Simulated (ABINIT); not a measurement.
Crystal: MoS2.

```xyz
3
Lattice="1.5800 0.9122 6.1500 -1.5800 0.9122 6.1500 0.0000 -1.8244 6.1500" Properties=species:S:1:pos:R:3 pbc="T T T"
Mo    0.0000    0.0000    0.0000
S     0.0000    0.0000    7.6936
S     0.0000    0.0000    4.6125
```

Measurements of this composition are mostly on another form, of space group No. 194.

Program: ABINIT 10.8.3 (patched build). Alike in all runs: task band structure; no spin polarisation; cell as given; smearing fermi-dirac 0.05 eV.

Q: Order these runs on this cell by their band gap on the k mesh, lowest first.
A. level TB-mBJ; potentials or basis JTH PAW LDA v2.0; k mesh 7 × 7 × 7; cutoff (eV) 653; fine-grid cutoff 1251.72 eV
B. level r2SCAN; potentials or basis JTH PAW PBE v2.0; k mesh 8 × 8 × 8; cutoff (eV) 653; fine-grid cutoff 1251.72 eV
C. level LDA; potentials or basis JTH PAW LDA v2.0; k mesh 10 × 10 × 10; cutoff (eV) 544; fine-grid cutoff 1088.46 eV

A: C (0.88 eV), B (1.13 eV), A (1.31 eV).

Caveats: the constant c of TB-mBJ comes from the pseudo density here, which moves gaps by up to 0.3 eV between sets of potentials (some runs).

A k mesh can miss the band edges.

Not every run made on this cell is shown here.
